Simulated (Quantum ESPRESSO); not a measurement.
Crystal: MgS (Niningerite).

```xyz
2
Lattice="0.0000 2.6016 2.6016 2.6016 0.0000 2.6016 2.6016 2.6016 0.0000" Properties=species:S:1:pos:R:3 pbc="T T T"
S     2.6016    2.6016    2.6016
Mg    0.0000    0.0000    0.0000
```

Base run:

- Program: Quantum ESPRESSO 7.5
- Functional: PBE
- Potentials or basis: SG15 PBE 1.2
- Cutoff: 952 eV
- Density cutoff: 3810 eV
- k mesh: 6 × 6 × 6
- Occupations: fermi-dirac, width 0.05 eV
- Spin: no spin polarisation

Its results: band gap on the k mesh 2.80 eV, indirect (least direct gap 3.70 eV); pressure 0.9 GPa.

**Question.** After a change of settings the same cell gave: band gap on the k mesh 2.71 eV, indirect (least direct gap 3.59 eV); pressure -0.5 GPa. Which change was it?
A. potentials or basis from SG15 PBE 1.2 to PseudoDojo 0.4.1 SR PBE standard; cutoff from 952 eV to 1143 eV; density cutoff from 3810 eV to 4572 eV; k mesh from 6 × 6 × 6 to 9 × 9 × 9
B. potentials or basis from SG15 PBE 1.2 to PseudoDojo 0.4 SR PBE stringent; cutoff from 952 eV to 1225 eV; density cutoff from 3810 eV to 4898 eV
C. functional from PBE to PBEsol
D. potentials or basis from SG15 PBE 1.2 to SSSP 1.3 efficiency PBE; cutoff from 952 eV to 748 eV; density cutoff from 3810 eV to 5987 eV; k mesh from 6 × 6 × 6 to 9 × 9 × 9; valence electrons from 16 to 8

**Answer.** C.

PBEsol binds more tightly than PBE, so the same cell stands under less pressure.

Caveats: the potentials were made for another functional, which shifts forces and pressure (some runs).

Not every run made on this cell is shown here.
